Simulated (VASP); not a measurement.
Sb:

```xyz
2
Lattice="3.1224 0.0000 0.0000 0.0000 4.3475 0.0000 -0.0389 0.0000 4.4059" Properties=species:S:1:pos:R:3 pbc="T T T"
Sb    3.0573    3.2606    3.3433
Sb    0.0262    1.0869    1.0625
```

This isn't the form of Sb at room conditions, which is rhombohedral.

```yaml
Program: VASP 6.6.1
Task: relaxation of cell and atoms
Functional: PBEsol
Potentials_or_basis: VASP PAW PBE potentials, release 64 (Sb)
Cutoff: 600 eV
k_mesh: 14 × 10 × 10
Occupations: gaussian, width 0.1 eV
Spin: no spin polarisation
```

At the start: pressure -2.2 GPa; volume 29.90 Å³/atom.

How do energy, volume and symmetry change on relaxing?

Over 21 steps the energy falls by 12.3 meV/atom and the volume is 28.73 Å³/atom (-3.9 %); space group Pm-3m (No. 221, to 0.05 Å).

The path:
```tsv
step	energy change (eV)	largest force (eV/Å)	pressure (GPa)	volume (Å³)
1	0.0000	0.1043	-2.15	59.81
2	-0.0134	0.1811	1.32	56.40
3	-0.0176	0.1589	0.10	57.47
4	-0.0199	0.1289	0.09	57.43
5	-0.0229	0.0416	0.13	57.34
6	-0.0238	0.0213	-0.12	57.54
7	-0.0239	0.0227	-0.06	57.49
8	-0.0240	0.0207	0.03	57.41
9	-0.0240	0.0199	0.09	57.36
10	-0.0241	0.0194	0.08	57.37
11	-0.0242	0.0194	0.04	57.41
12	-0.0242	0.0250	-0.04	57.49
13	-0.0242	0.0225	-0.02	57.46
14	-0.0243	0.0223	-0.02	57.47
15	-0.0244	0.0229	-0.04	57.49
16	-0.0244	0.0194	0.01	57.44
17	-0.0245	0.0157	0.07	57.38
18	-0.0245	0.0092	-0.01	57.45
19	-0.0245	0.0064	-0.04	57.49
20	-0.0245	0.0069	-0.04	57.48
21	-0.0246	0.0016	-0.01	57.46
```

Final structure:
```yaml
crystal:
  lattice:
    - [3.06558, 0.00000, 0.01521]
    - [0.00000, 4.32898, 0.00000]
    - [-0.01667, 0.00000, 4.32950]
  atoms:
    - { symbol: Sb, position: [0.00043, 0.75000, 0.74994] }
    - { symbol: Sb, position: [0.99957, 0.25000, 0.25006] }
```

Caveat: the PAW data sets were made with another functional, which shifts forces and pressure a little.
